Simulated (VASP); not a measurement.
Set up this calculation in VASP 6.6.1, as the native input.

```yaml
Task: relaxation of cell and atoms
Functional: rev-vdW-DF2
Potentials_or_basis: VASP PAW PBE potentials, release 64 (Te, Mo_sv)
Cutoff: 600 eV
k_mesh: 9 × 9 × 2
Occupations: gaussian, width 0.03 eV
Spin: no spin polarisation
Further_INCAR_settings: ALGO = Normal; EDIFF = 1e-06; IBRION = 2; EDIFFG = -0.01; NSW = 90; ISIF = 3
```

The structure of Te2Mo lies in POSCAR:

```
Te2Mo
1.0
    3.5182000000      0.0000000000      0.0000000000
   -1.7591000000      3.0468505756      0.0000000000
    0.0000000000      0.0000000000     13.9736000000
Te Mo
4 2
Direct
    0.3333333333      0.6666666667      0.6210000000
    0.6666666667      0.3333333333      0.1210000000
    0.3333333333      0.6666666667      0.8790000000
    0.6666666667      0.3333333333      0.3790000000
    0.3333333333      0.6666666667      0.2500000000
    0.6666666667      0.3333333333      0.7500000000
```

The input as run:

INCAR

```
SYSTEM = Te2Mo
AGGAC = 0.0
ALGO = Normal
EDIFF = 1E-6
EDIFFG = -0.01
ENCUT = 600
GGA = MK
IBRION = 2
ISIF = 3
ISMEAR = 0
KPAR = 2
LASPH = .TRUE.
LCHARG = .FALSE.
LREAL = .FALSE.
LUSE_VDW = .TRUE.
LWAVE = .FALSE.
NELM = 80
NSW = 90
PARAM1 = 0.1234
PARAM2 = 0.711357
PREC = Accurate
SIGMA = 0.03
ZAB_VDW = -1.8867
```

KPOINTS

```
k-points
0
G
  9 9 2
  0 0 0
```

Potentials or basis: VASP PAW PBE potentials, release 64 (Te, Mo_sv).

The run is started by

```console
$ cat potpaw_PBE.64/Te/POTCAR potpaw_PBE.64/Mo_sv/POTCAR > POTCAR
$ mpirun -np 2 vasp_std > vasp.out
```

It gave:

- Relaxed volume: 25.31 Å³/atom
- Relaxed cell: a = 3.533 Å, b = 3.533 Å, c = 14.048 Å, α = 90.00°, β = 90.00°, γ = 120.00°
- Space group after relaxing (to 0.05 Å): P6_3/mmc (No. 194)
- Energy gained by relaxing: 2.2 meV/atom
- Ionic steps: 7
- Pressure after relaxing: 0.1 GPa
- Band gap on the k mesh: 0.77 eV, indirect (least direct gap 1.03 eV)

Caveat: the PAW data sets were made with another functional, which shifts forces and pressure a little; spin-orbit coupling is left out, which moves the levels of the heavy elements; an odd mesh through Γ misses points on the zone boundary, where band edges often lie.

Run time: 16 min on 2 MPI ranks on Intel(R) Xeon(R) Platinum 8488C (Sapphire Rapids) (shared host), peak memory 0.78 GiB a rank.
